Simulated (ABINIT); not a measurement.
# SiC (Moissanite 3C): from the cell to the phonon bands, part 2 of 2

Wanted: phonon bands, density of states and zone-centre response of SiC (Moissanite 3C).

ABINIT 10.8.3; DFT PBE, scalar-relativistic, plane waves, PseudoDojo stringent norm-conserving pseudopotentials.

So far, highest frequency (cm⁻¹): step 9 (dispersion) 943. The relaxed cell has a = 4.380 Å (conventional setting).

**10. Sums over the zone**

Sums over the zone need many more wavevectors than were solved, so the interpolation is sampled on a dense mesh.

Input file anaddb.abi:

```
ddb_filepath "all_DDB"
output_file "anaddb.abo"
outdata_prefix "anaddb"
ifcflag 1
ngqpt 4 4 4
nqshft 1
q1shft 0.0 0.0 0.0
asr 1
chneut 1
dipdip 1
dipquad 0
quadquad 0
prtdos 2
ng2qpt 18 18 18
dosdeltae 4.5563e-06
ntemper 11
temperinc 100.0
tempermin 0.0
```

Launch:

```sh
$ OMP_NUM_THREADS=1 anaddb anaddb.abi > anaddb.log
```

It took 5.2 s on 1 thread of Arm Neoverse V2, shared host.

This step gave:

```
share of modes beyond 3i cm⁻¹ on the dense interpolated mesh : 0
zero-point energy per atom                                   : 108.4 meV
heat capacity at 300 K                                       : 13.76 J/(mol atoms K)
vibrational entropy at 300 K                                 : 8.692 J/(mol atoms K)
```

The phonon density of states has structure finer than the step of the table below, so its rows give means over 25 cm⁻¹, whole bins alone (the curve runs from 0 to 984 cm⁻¹). Peaks (cm⁻¹: height): 360.0: 0.0154, 750.0: 0.104, 840.0: 0.0383.

Tetrahedra. Table of phonon density of states by wavenumber; means over each step:

```
wavenumber (cm⁻¹)  phonon density of states (1/cm⁻¹/cell)
               25                                  1.3e-5
               50                                  7.2e-5
               75                                  2.1e-4
              100                                  4.3e-4
              125                                  6.9e-4
              150                                 0.00110
              175                                 0.00159
              200                                 0.00231
              225                                 0.00341
              250                                 0.00564
              275                                 0.00875
              300                                 0.00983
              325                                  0.0112
              350                                  0.0136
              375                                  0.0109
              400                                 0.00753
              425                                 0.00757
              450                                 0.00425
              475                                 0.00294
              500                                 0.00460
              525                                  0.0104
              550                                 0.00810
              575                                 0.00358
              600                                 0.00115
              625                                  7.3e-5
              650                                       0
              675                                       0
              700                                       0
              725                                 0.00718
              750                                  0.0596
              775                                  0.0135
              800                                  2.0e-4
              825                                  0.0108
              850                                  0.0180
              875                                 0.00550
              900                                 0.00343
              925                                 0.00189
              950                                  1.3e-4
```

Harmonic thermodynamic functions per atom, summed over the density of states scaled to three modes an atom; melting is ignored. Thermodynamic functions:

```
T (K)  F_vib (meV/atom)  S (J/mol-atom/K)  C_V (J/mol-atom/K)
    0             108.4                 0                   0
   50             108.4             0.069               0.255
  100             108.2             0.757               2.273
  200             105.8             4.203               8.453
  300             99.13             8.692               13.76
  400             87.78             13.17               17.29
  500             71.96             17.29               19.52
  600             52.09             20.98               20.94
  700              28.6             24.29               21.89
  800              1.86             27.25               22.55
  900             -27.8             29.94               23.02
 1000            -60.11             32.38               23.36
```

At 300 K the heat capacity has reached 55 % of the Dulong-Petit value.

**11. What came out**

- space group after relaxation: F-43m
- volume per atom: 10.5 Å³
- highest optical zone-centre mode (no LO-TO term): 777 cm⁻¹
- highest mode moved by the LO-TO term: 942.8 cm⁻¹
- mean high-frequency dielectric constant: 7.10
- largest Born charge in size (third of the trace): 2.71 e
- mean static dielectric constant: 10.5
- q mesh: 4×4×4
- lowest mode on the q mesh (acoustic ones at the zone centre apart): 195.0 cm⁻¹
- zero-point energy per atom: 108.4 meV
- heat capacity at 300 K: 13.8 J/(mol atoms K)
- vibrational entropy at 300 K: 8.69 J/(mol atoms K)
- imaginary modes on the q mesh: none

**Reading.** SiC (Moissanite 3C) is dynamically stable on the 4×4×4 mesh; its spectrum reaches 943 cm⁻¹. At the PBE level the optical modes of SiC (Moissanite 3C) at the zone centre (no LO-TO term) lie at 777 cm⁻¹. The base run prints -0.31 GPa, mostly the error of a finite basis; the relaxation, with a smoothed and higher cutoff, had brought the cell to rest. Along the directions run, the highest mode that the macroscopic field moves lies at 943 cm⁻¹. Lattice motion raises the mean dielectric constant from 7.104 to 10.46. The Lyddane-Sachs-Teller relation holds: (ωLO/ωTO)² is 1.47 and ε₀/ε∞ is 1.47. These are harmonic frequencies at zero temperature: anharmonic shifts and linewidths and thermal expansion are left out.

Calculation against experiment:

| quantity | measured | PBE PseudoDojo norm-conserving, ABINIT |
| --- | --- | --- |
| lattice constant a (Å) | 4.357 | 4.380 (+0.5 %) |
| ε∞ (mean of the tensor) | 6.49 | 7.10 (+9.5 %) |
| Raman mode, TO at Gamma (degenerate … (cm⁻¹) | 796 | 777 (-2.4 %) |
| infrared mode, TO at Gamma (cm⁻¹) | 797.5 | 777 (-2.6 %) |

Measured values from arxiv:1210.3244 (2012), arxiv:astro-ph/9903031 (1999), arxiv:cond-mat/0701342 (2007) and arxiv:0803.1210 (2008).

Verdict: The lattice constant a is off by +0.5 %: good agreement. The ε∞ is off by +9.5 %: fair agreement. The Raman mode is off by -2.4 %: good agreement. The infrared mode is off by -2.6 %: good agreement. The grades are ours: good and fair within 0.7 and 1.5 % for the lattice constant a, 7 and 18 % for the ε∞, 3 and 7 % for the Raman mode and 3 and 7 % for the infrared mode. For lattice constants, Raman mode and infrared mode the calculation has a static lattice, without zero-point motion or thermal expansion (measured at up to 300 K). As a rule both would widen the computed cell, so the excess over experiment is if anything larger than shown.

[Host names and launcher messages were left out of these logs when they were recorded.]

[Logs are printed without paths, hosts, clocks, repeated set-up lines and the standing remarks that a program may print on its own settings, such as how far it seeks lower states.]

[Hosts, paths, dates, database ids (printed as entryN), source tags and the programs' standing remarks are cut or masked in the printed files.]
